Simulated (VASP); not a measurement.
Set up this calculation in VASP 6.6.1, as the native input.

| Property | Result |
| --- | --- |
| Task | relaxation of cell and atoms |
| Functional | PBE |
| Dispersion | D3(BJ) |
| Potentials or basis | VASP PAW PBE potentials, release 64 (Te, Be) |
| Cutoff | 600 eV |
| k mesh | 8 × 8 × 8 |
| Occupations | fermi-dirac, width 0.05 eV |
| Spin | no spin polarisation |
| Further INCAR settings | ALGO = Fast; EDIFF = 1e-07; IBRION = 2; EDIFFG = -0.01; NSW = 60; ISIF = 3 |

The structure of BeTe lies in POSCAR:

```
BeTe
1.0
    0.0000000000      2.7700000000      2.7700000000
    2.7700000000      0.0000000000      2.7700000000
    2.7700000000      2.7700000000      0.0000000000
Te Be
1 1
Direct
    0.7500000000      0.7500000000      0.7500000000
    0.0000000000      0.0000000000      0.0000000000
```

One way to write it, as run:

INCAR

```
PREC = Accurate
ENCUT = 600
EDIFF = 1E-7
ISMEAR = -1
SIGMA = 0.05
LREAL = False
LASPH = True
NELM = 80
ALGO = Fast
ISIF = 3
LWAVE = False
LCHARG = False
GGA = PE
IVDW = 12
IBRION = 2
NSW = 60
EDIFFG = -0.01
```

KPOINTS

```
regular mesh
0
Gamma
  8 8 8
```

Potentials or basis: VASP PAW PBE potentials, release 64 (Te, Be).

Launch:

```console
$ cat potpaw_PBE.64/Te/POTCAR potpaw_PBE.64/Be/POTCAR > POTCAR
$ mpirun -np 1 vasp_std > vasp.out
```

It gave:

* Relaxed volume: 21.78 Å³/atom
* Relaxed cell: a = 3.950 Å, b = 3.950 Å, c = 3.950 Å, α = 60.00°, β = 60.00°, γ = 60.00°
* Space group after relaxing (to 0.05 Å): F-43m (No. 216)
* Energy gained by relaxing: 2.6 meV/atom
* Ionic steps: 3
* Pressure after relaxing: 0.0 GPa
* Band gap on the k mesh: 1.91 eV, indirect (least direct gap 3.59 eV)
* Dispersion energy per atom: -0.347 eV

Caveat: spin-orbit coupling is left out, which moves the levels of the heavy elements.

It took 21 s on 1 thread of AMD EPYC 9R45 (Zen 5) (shared host), peak memory 0.16 GiB.
